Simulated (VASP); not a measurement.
# SnTe (Fm-3m) in VASP: notebook, part 2 of 3

VASP 6.6.1. The steps go on from the part before.

## Step 3: Single point, PBE

INCAR

```
SYSTEM = SnTe
  ALGO = Normal
  EDIFF = 1E-7
  ENCUT = 520
  GGA = PE
  ISIF = 2
  ISMEAR = 0
  LASPH = .True.
  LCHARG = .False.
  LREAL = .False.
  LWAVE = .False.
  NBANDS = 17
  NELM = 100
  PREC = Accurate
  SIGMA = 0.02
```

KPOINTS

```
k-points
0
Gamma
  4 4 4
  0 0 0
```

POSCAR

```
SnTe
1.0
    0.0000000000      3.1508500000      3.1508500000
    3.1508500000      0.0000000000      3.1508500000
    3.1508500000      3.1508500000      0.0000000000
Sn Te
1 1
Direct
    0.0000000000      0.0000000000      0.0000000000
    0.5000000000      0.5000000000      0.5000000000
```

Potentials or basis: VASP PAW PBE potentials, release 64 (Sn_d, Te).

The run is started by

```bash
cat potpaw_PBE.64/Sn_d/POTCAR potpaw_PBE.64/Te/POTCAR > POTCAR
mpirun -np 1 vasp_std > vasp.out
```

It took 18 s on 1 thread of Intel Xeon Platinum 8488C (Sapphire Rapids), shared host; peak memory 0.2 GiB.

The run converged. Its results:

```yaml
Free_energy: -7.5424 eV
Pressure: 1.5 GPa
Band_gap_on_the_k_mesh: 0.09 eV, direct
```

Levels at points of the mesh, in eV from the valence-band top:
```csv
k point,band 7,band 8,band 9,band 10,band 11,band 12,band 13,band 14
"(0.00, 0.00, 0.00)",-4.70,-2.16,-2.16,-2.16,3.34,3.34,3.34,4.75
"(0.50, 0.00, 0.00)",-8.34,-1.82,-1.82,0.00,0.09,0.36,0.36,7.76
"(0.50, 0.50, 0.00)",-6.48,-5.59,-3.75,-3.75,2.17,4.92,4.92,6.37
```

Caveat: the k mesh is coarse (spacing up to 0.43 Å⁻¹), so the values aren't converged; spin-orbit coupling is left out, which moves the levels of the heavy elements. A k mesh can miss the band edges.

## Step 4: Single point, PBE

INCAR is that of step 3.

KPOINTS

```
k-points
0
Gamma
  6 6 6
  0 0 0
```

POSCAR is that of step 3.

Potentials or basis: VASP PAW PBE potentials, release 64 (Sn_d, Te).

The run is started by

```bash
cat potpaw_PBE.64/Sn_d/POTCAR potpaw_PBE.64/Te/POTCAR > POTCAR
mpirun -np 1 vasp_std > vasp.out
```

OUTCAR:

```text
SYSTEM = SnTe
   EDIFF = 1E-7
   ENCUT = 520
   GGA = PE
   ISIF = 2
   ISMEAR = 0
   LASPH = .True.
   LREAL = .False.
   NELM = 100
   PREC = Accurate

 ion  position               nearest neighbor table
   1  0.000  0.000  0.000-   2 3.15   2 3.15   2 3.15   2 3.15   2 3.15   2 3.15
   2  0.500  0.500  0.500-   1 3.15   1 3.15   1 3.15   1 3.15   1 3.15   1 3.15

  LATTYP: Found a face centered cubic cell.
 ALAT       =     6.3017000000

  Lattice vectors:

 A1 = (   0.0000000000,   3.1508500000,   3.1508500000)
 A2 = (   3.1508500000,   0.0000000000,   3.1508500000)
 A3 = (   3.1508500000,   3.1508500000,   0.0000000000)

Analysis of symmetry for initial positions (statically):
=====================================================================
 Subroutine PRICEL returns:
 Original cell was already a primitive cell.

 Routine SETGRP: Setting up the symmetry group for a
 face centered cubic supercell.

 Subroutine GETGRP returns: Found 48 space group operations
 (whereof 48 operations were pure point group operations)
 out of a pool of 48 trial point group operations.

The static configuration has the point symmetry O_h .

Analysis of symmetry for dynamics (positions and initial velocities):
=====================================================================
 Subroutine PRICEL returns:
 Original cell was already a primitive cell.

 Routine SETGRP: Setting up the symmetry group for a
 face centered cubic supercell.

 Subroutine GETGRP returns: Found 48 space group operations
 (whereof 48 operations were pure point group operations)
 out of a pool of 48 trial point group operations.

The dynamic configuration has the point symmetry O_h .

 Subroutine INISYM returns: Found 48 space group operations
 (whereof 48 operations are pure point group operations),
 and found     1 'primitive' translations

----------------------------------------------------------------------------------------
[... 103 lines left out ...]
     AMIX     =   0.40;   BMIX     =  1.00
     AMIX_MAG =   1.60;   BMIX_MAG =  1.00
  volume/ion in A,a.u.               =      31.28       211.10
  Fermi-wavevector in a.u.,A,eV,Ry     =   1.119387  2.115336 17.048485  1.253028
  Thomas-Fermi vector in A             =   2.256026
   LORBIT       =      0    0 simple, 1 ext, 2 COOP (PROOUT), +10 PAW based schemes
   GGA     = PE    functional components
   LHFCALC =     F    Hartree Fock is set to
   AEXX    =    0.0000 exact exchange contribution
   IVDW    =     0    specifies the selected vdW correction
   LEPSILON=     F    determine dielectric tensor
   LRPA    =     F    only Hartree local field effects (RPA)
 non-spin polarized calculation
 Gauss-broadening in eV      SIGMA  =   0.02
  energy-cutoff  :      520.00
  volume of cell :       62.56
 maximum number of plane-waves:      1700
 NGX is ok and might be reduce to    36
   NGX = 17   NGY = 17   NGZ = 17

 number of electron      19.9999998 magnetization

 Free energy of the ion-electron system (eV)
  ---------------------------------------------------
  ext. energy  EPLUGINS =         0.00000000
  ---------------------------------------------------
  free energy    TOTEN  =        -7.54236290 eV

  energy without entropy =       -7.54236170  energy(sigma->0) =       -7.54236230

 E-fermi :   7.0118     XC(G=0):  -9.4999

 val. band max:        6.9634002427   @ k =   0.5000   0.0000   0.0000
 cond. band min:       7.0601603768   @ k =   0.5000   0.0000   0.0000
 fundamental gap:      0.0967601342
 Fermi energy:         7.0117803055

 k-point     1 :       0.0000    0.0000    0.0000
  band No.  band energies     occupation
      1     -14.9635      2.00000
      2     -14.9635      2.00000
      3     -14.9573      2.00000
      4     -14.9573      2.00000
      5     -14.9573      2.00000
      6      -5.8517      2.00000
[... 297 lines left out ...]
      4     -14.9502      2.00000
      5     -14.9465      2.00000
      6      -4.2022      2.00000
[... 9 lines left out ...]
     16      17.0400      0.00000
     17      18.1926      0.00000

------------------------ aborting loop because EDIFF is reached ----------------------------------------

  FORCE on cell =-STRESS in cart. coord.  units (eV):
  Direction    XX          YY          ZZ          XY          YZ          ZX
  --------------------------------------------------------------------------------------
  -------------------------------------------------------------------------------------
  Total        0.8570197      0.8570197      0.8570197      0.0000000     -0.0000000     -0.0000000
  in kB       21.9476603     21.9476603     21.9476603      0.0000000     -0.0000000     -0.0000000
  external PRESSURE =      21.9476603 kB  Pullay stress =       0.0000000 kB

 VOLUME and BASIS-vectors are now :
 -----------------------------------------------------------------------------
  energy-cutoff  :      520.00
  volume of cell :       62.56
      direct lattice vectors                 reciprocal lattice vectors
     0.000000000  3.150850000  3.150850000    -0.158687338  0.158687338  0.158687338
     3.150850000  0.000000000  3.150850000     0.158687338 -0.158687338  0.158687338
     3.150850000  3.150850000  0.000000000     0.158687338  0.158687338 -0.158687338

 POSITION                                       TOTAL-FORCE (eV/Angst)
 -----------------------------------------------------------------------------------
      0.00000      0.00000      0.00000         0.000000      0.000000      0.000000
      3.15085      3.15085      3.15085         0.000000      0.000000     -0.000000
 -----------------------------------------------------------------------------------
    total drift:                               -0.000000      0.000000      0.000000

  FREE ENERGIE OF THE ION-ELECTRON SYSTEM (eV)
  ---------------------------------------------------
  free  energy   TOTEN  =        -7.5423628987 eV

  energy  without entropy=       -7.5423616971  energy(sigma->0) =       -7.54236230
```

OSZICAR:

```text
N       E                     dE             d eps       ncg     rms          rms(c)
DAV:   1     0.127745312173E+03    0.12775E+03   -0.94124E+03   545   0.137E+03
DAV:   2     0.458376521944E+01   -0.12316E+03   -0.12011E+03   561   0.336E+02
DAV:   3    -0.721172441572E+01   -0.11795E+02   -0.11652E+02   660   0.908E+01
DAV:   4    -0.757860692533E+01   -0.36688E+00   -0.36650E+00   641   0.164E+01
DAV:   5    -0.759314409225E+01   -0.14537E-01   -0.14537E-01   826   0.328E+00    0.515E+00
DAV:   6    -0.754124077574E+01    0.51903E-01   -0.11610E-01   715   0.235E+00    0.325E+00
DAV:   7    -0.754237736306E+01   -0.11366E-02   -0.52985E-02   654   0.114E+00    0.746E-01
DAV:   8    -0.754223032624E+01    0.14704E-03   -0.77088E-03   678   0.706E-01    0.193E-01
DAV:   9    -0.754238419307E+01   -0.15387E-03   -0.62369E-04   720   0.248E-01    0.423E-02
DAV:  10    -0.754236076721E+01    0.23426E-04   -0.10806E-04   745   0.958E-02    0.196E-02
DAV:  11    -0.754236328042E+01   -0.25132E-05   -0.34573E-05   670   0.498E-02    0.233E-02
DAV:  12    -0.754236324923E+01    0.31192E-07   -0.23281E-06   713   0.137E-02    0.115E-02
DAV:  13    -0.754236262805E+01    0.62118E-06   -0.96503E-07   678   0.843E-03    0.918E-03
DAV:  14    -0.754236279988E+01   -0.17183E-06   -0.23092E-07   507   0.239E-03    0.137E-03
DAV:  15    -0.754236289875E+01   -0.98873E-07   -0.24095E-08   338   0.104E-03
   1 F= -.75423629E+01 E0= -.75423623E+01  d E =-.120167E-05
```

stdout:

```text
POSCAR found type information on POSCAR SnTe
 POSCAR found :  2 types and       2 ions
 scaLAPACK will be used
 LDA part: xc-table for (Slater+PW92), standard interpolation
 POSCAR, INCAR and KPOINTS ok, starting setup
 FFT: planning ... GRIDC
 FFT: planning ... GRID_SOFT
 FFT: planning ... GRID
 WAVECAR not read
 entering main loop
```

Run time: 27 s. Hardware: 1 thread of Intel Xeon Platinum 8488C (Sapphire Rapids), shared host; peak memory 0.19 GiB.

Results:

```
Free energy            : -7.5424 eV
Pressure               : 2.2 GPa
Band gap on the k mesh : 0.10 eV, direct
```

Caveat: spin-orbit coupling is left out, which moves the levels of the heavy elements.

(Part 2 of 3 ends here.)
